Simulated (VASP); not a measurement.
Input and output of a VASP PBE single-point calculation on SnSe (strained zincblende)

INCAR

```
LREAL = .FALSE.
LWAVE = .FALSE.
PREC = Accurate
LCHARG = .FALSE.
NSW = 0
GGA = PE
NELM = 120
SIGMA = 0.02
IBRION = -1
ENCUT = 520
LASPH = .TRUE.
ISIF = 2
ISMEAR = -1
NBANDS = 17
EDIFF = 1E-7
```

KPOINTS

```
KPOINTS created by Atomic Simulation Environment
0
Gamma
6 6 6
0 0 0
```

KPOINTS_OPT

```
special points
6
Reciprocal
0.0000000000 0.0000000000 0.0000000000 1
-0.5000000000 -0.5000000000 0.0000000000 1
-0.3750000000 -0.3750000000 0.2500000000 1
-0.3750000000 0.0000000000 0.3750000000 1
0.0000000000 0.0000000000 0.5000000000 1
-0.5000000000 -0.2500000000 0.2500000000 1
```

POSCAR

```
Sn Se
 1.0000000000000000
     0.0336398429000000    3.3639842879000001    3.3639842879000001
     3.3639842879000001    0.0336398429000000    3.3639842879000001
     3.3976241308000001    3.3976241308000001    0.0000000000000000
 Sn  Se
   1   1
Cartesian
 -0.0000000000000000 -0.0000000000000000  0.0138765990918354
  1.6988120653999998  1.6988120653999998  1.6681155448581642
```

VASP ran with the recommended PBE PAW datasets (20 valence electrons in the cell).

Command

```
mpirun -np 1 vasp_std
```

From OUTCAR

```
k-points           NKPTS =     46   k-points in BZ     NKDIM =     46   number of bands    NBANDS=     17

   NELECT =      20.0000    total number of electrons

   dimension x,y,z NGX =    36 NGY =   36 NGZ =   36
   dimension x,y,z NGXF=    72 NGYF=   72 NGZF=   72

  energy-cutoff  :      520.00
  volume of cell :       76.13
      direct lattice vectors                 reciprocal lattice vectors
     0.033639843  3.363984288  3.363984288    -0.150134621  0.150134621  0.148633274
     3.363984288  0.033639843  3.363984288     0.150134621 -0.150134621  0.148633274
     3.397624131  3.397624131  0.000000000     0.147161658  0.147161658 -0.148633274

 k-points in reciprocal lattice and weights: KPOINTS created by Atomic Simulation Env
   0.00000000  0.00000000  0.00000000       0.005
   0.16666667 -0.00000000  0.00000000       0.019
   0.33333333  0.00000000  0.00000000       0.019
   0.50000000  0.00000000  0.00000000       0.009
   0.16666667  0.16666667  0.00000000       0.009
   0.33333333  0.16666667  0.00000000       0.019
   0.50000000  0.16666667  0.00000000       0.019
  -0.33333333  0.16666667  0.00000000       0.019
   ...

 E-fermi :   2.9590

 k-point     1 :       0.0000    0.0000    0.0000
  band No.  band energies     occupation
      1     -18.7733      2.00000
      2     -18.7732      2.00000
      3     -18.7728      2.00000
      4     -18.7605      2.00000
      5     -18.7604      2.00000
      6     -10.2673      2.00000
      7      -2.3190      2.00000
      8       0.6734      2.00000
      9       0.7097      2.00000
     10       0.7489      2.00000
     11       4.4358      0.00000
     12       4.4764      0.00000
     13       4.5143      0.00000
     14       7.8234      0.00000
     15      10.4390      0.00000
     16      10.4441      0.00000
     17      11.6002      0.00000

 k-point     2 :       0.1667   -0.0000    0.0000
  band No.  band energies     occupation
      1     -18.7742      2.00000
      2     -18.7723      2.00000
      3     -18.7720      2.00000
      4     -18.7605      2.00000
      5     -18.7603      2.00000
      6     -10.1621      2.00000
      7      -2.8728      2.00000
      8       0.5202      2.00000
      9       0.5655      2.00000
     10       0.9214      2.00000
     11       4.5563      0.00000
     12       4.7090      0.00000
     13       4.7495      0.00000
     14       8.7706      0.00000
     15       9.7603      0.00000
     16       9.8263      0.00000
     17      11.0396      0.00000

 k-point     3 :       0.3333    0.0000    0.0000
  band No.  band energies     occupation
      1     -18.7761      2.00000
      2     -18.7709      2.00000
      3     -18.7706      2.00000
      4     -18.7601      2.00000
      5     -18.7599      2.00000
      6      -9.9280      2.00000
      7      -3.7676      2.00000
      8       0.2641      2.00000
      9       0.3032      2.00000
     10       0.8710      2.00000
     11       5.0981      0.00000
     12       5.1080      0.00000
     13       5.5115      0.00000
     14       9.2435      0.00000
     15       9.8715      0.00000
     16      10.0318      0.00000
     17      11.4791      0.00000

 k-point     4 :       0.5000    0.0000    0.0000
  band No.  band energies     occupation
      1     -18.7770      2.00000
      2     -18.7703      2.00000
      3     -18.7701      2.00000
      4     -18.7598      2.00000
      5     -18.7595      2.00000
      6      -9.7958      2.00000
      7      -4.1683      2.00000
      8       0.1538      2.00000
      9       0.1902      2.00000
     10       0.7644      2.00000
     11       5.2004      0.00000
     12       5.2249      0.00000
     13       6.3756      0.00000
     14       9.3341      0.00000
     15      10.4378      0.00000
     16      10.7637      0.00000
     17      11.0268      0.00000

 k-point     5 :       0.1667    0.1667    0.0000
  band No.  band energies     occupation
      1     -18.7753      2.00000
      2     -18.7717      2.00000
      3     -18.7712      2.00000
      4     -18.7608      2.00000
      5     -18.7600      2.00000
      6     -10.1292      2.00000
      7      -3.0141      2.00000
      8       0.2724      2.00000
      9       0.3649      2.00000
     10       1.4495      2.00000
     11       3.8554      0.00000
     12       5.1388      0.00000
     13       5.1793      0.00000
     14       8.6460      0.00000
     15       9.1865      0.00000
     16      10.7508      0.00000
     17      12.2560      0.00000

 k-point     6 :       0.3333    0.1667    0.0000
  band No.  band energies     occupation
      1     -18.7769      2.00000
      2     -18.7705      2.00000
      3     -18.7696      2.00000
      4     -18.7609      2.00000
      5     -18.7595      2.00000
      6      -9.9364      2.00000
      7      -3.6969      2.00000
      8      -0.0914      2.00000
      9       0.0004      2.00000
     10       1.8098      2.00000
     11       4.0288      0.00000
     12       5.6717      0.00000
     13       5.6817      0.00000
     14       8.5436      0.00000
     15      10.1749      0.00000
     16      10.8013      0.00000
     17      12.1177      0.00000

 k-point     7 :       0.5000    0.1667    0.0000
  band No.  band energies     occupation
      1     -18.7775      2.00000
      2     -18.7700      2.00000
      3     -18.7690      2.00000
      4     -18.7603      2.00000
      5     -18.7596      2.00000
      6      -9.7592      2.00000
      7      -4.1927      2.00000
      8      -0.5331      2.00000
      9      -0.0548      2.00000
     10       1.7970      2.00000
     11       4.7972      0.00000
     12       5.7379      0.00000
     13       6.0728      0.00000
     14       9.2157      0.00000
     15      10.1794      0.00000
     16      10.9221      0.00000
     17      11.3230      0.00000

 k-point     8 :      -0.3333    0.1667    0.0000
  band No.  band energies     occupation
      1     -18.7770      2.00000
      2     -18.7700      2.00000
      3     -18.7696      2.00000
      4     -18.7603      2.00000
      5     -18.7597      2.00000
      6      -9.8010      2.00000
      7      -4.0717      2.00000
      8      -0.5731      2.00000
      9       0.1395      2.00000
     10       1.7210      2.00000
     11       5.0424      0.00000
     12       5.4236      0.00000
     13       5.7281      0.00000
     14       9.5107      0.00000
     15       9.6603      0.00000
     16      10.5782      0.00000
     17      11.7670      0.00000

 k-point     9 :      -0.1667    0.1667    0.0000
  band No.  band energies     occupation
      1     -18.7757      2.00000
      2     -18.7711      2.00000
      3     -18.7708      2.00000
      4     -18.7607      2.00000
      5     -18.7598      2.00000
      6     -10.0099      2.00000
      7      -3.4440      2.00000
      8      -0.1212      2.00000
      9       0.4363      2.00000
     10       1.4406      2.00000
     11       4.4906      0.00000
     12       4.9130      0.00000
     13       5.4389      0.00000
     14       9.0723      0.00000
     15       9.6854      0.00000
     16      10.0080      0.00000
     17      12.1335      0.00000

 k-point    10 :       0.3333    0.3333    0.0000
  band No.  band energies     occupation
      1     -18.7796      2.00000
      2     -18.7686      2.00000
      3     -18.7679      2.00000
      4     -18.7618      2.00000
      5     -18.7589      2.00000
      6      -9.8177      2.00000
      7      -4.0210      2.00000
      8      -0.3178      2.00000
      9      -0.2075      2.00000
     10       2.2490      2.00000
     11       3.2234      0.00000
     12       6.5038      0.00000
     13       6.5315      0.00000
     14       7.9260      0.00000
     15      11.0391      0.00000
     16      11.6376      0.00000
     17      13.6374      0.00000

 k-point    11 :       0.5000    0.3333    0.0000
  band No.  band energies     occupation
      1     -18.7800      2.00000
      2     -18.7682      2.00000
      3     -18.7671      2.00000
      4     -18.7617      2.00000
      5     -18.7588      2.00000
      6      -9.6806      2.00000
      7      -4.3412      2.00000
      8      -0.6653      2.00000
      9      -0.4042      2.00000
     10       2.3996      2.00000
     11       3.7123      0.00000
     12       6.5202      0.00000
     13       6.8024      0.00000
     14       8.5036      0.00000
     15      10.5777      0.00000
     16      11.4863      0.00000
     17      12.9077      0.00000

 ...

  Total        0.3529263      0.3529263      0.3487515      0.1114071      0.0000000      0.0000000
  in kB        7.4275609      7.4275609      7.3396976      2.3446339      0.0000000      0.0000000
  external PRESSURE =       7.3982731 kB  Pullay stress =       0.0000000 kB

 POSITION                                       TOTAL-FORCE (eV/Angst)
 -----------------------------------------------------------------------------------
      3.39762      3.39762      0.01388         0.000000      0.000000      0.005125
      1.69881      1.69881      1.66812        -0.000000     -0.000000     -0.005125
 -----------------------------------------------------------------------------------
    total drift:                               -0.000000     -0.000000     -0.000504

  FREE ENERGIE OF THE ION-ELECTRON SYSTEM (eV)
  ---------------------------------------------------
  free  energy   TOTEN  =        -7.7516050277 eV

  energy  without entropy=       -7.7513983172  energy(sigma->0) =       -7.75150167
```

The gap between bands v and c is -0.02 eV (bands overlap: a metal). The least direct gap is 0.64 eV and the pressure is 0.7 GPa.

Band v is the last that the valence electrons fill when counted band by band, and c is the next.

The run took about 61 s on one core of a shared host (Intel Xeon Platinum 8488C) and held 0.25 GiB at most.
